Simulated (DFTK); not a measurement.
The system is InP.

```
In P
1.0
     0.00000    2.93050    2.93050
     2.93050    0.00000    2.93050
     2.93050    2.93050    0.00000
In P
1 1
Direct
  0.00000 0.00000 0.00000
  0.75000 0.75000 0.75000
```

Base run:

| Item | Value |
| --- | --- |
| Program | DFTK 0.8.2 |
| Functional | BJ06 |
| Potentials or basis | SG15 1.2 (PBE) |
| Cutoff | 1225 eV |
| k mesh | 7 × 7 × 7 |
| Occupations | fermi-dirac, width 0.05 eV |
| Spin | no spin polarisation |

Its results: band gap on the k mesh 0.80 eV, direct.

Question: The run is repeated on the same cell with these changes: functional from BJ06 to PBEsol. What comes out?

Answer: Band gap on the k mesh 0.63 eV, direct.

Caveats: spin-orbit coupling is left out, which moves the levels of the heavy elements; the program leaves the constant c of mgga_x_tb09 at 1, so the potential is Becke-Johnson's (BJ06) and not Tran and Blaha's, with levels but no total energy (some runs); the program warned that the kinetic-energy density falls under its von Weizsäcker bound, which can give unphysical results (some runs).

Not every run made on this cell is shown here.
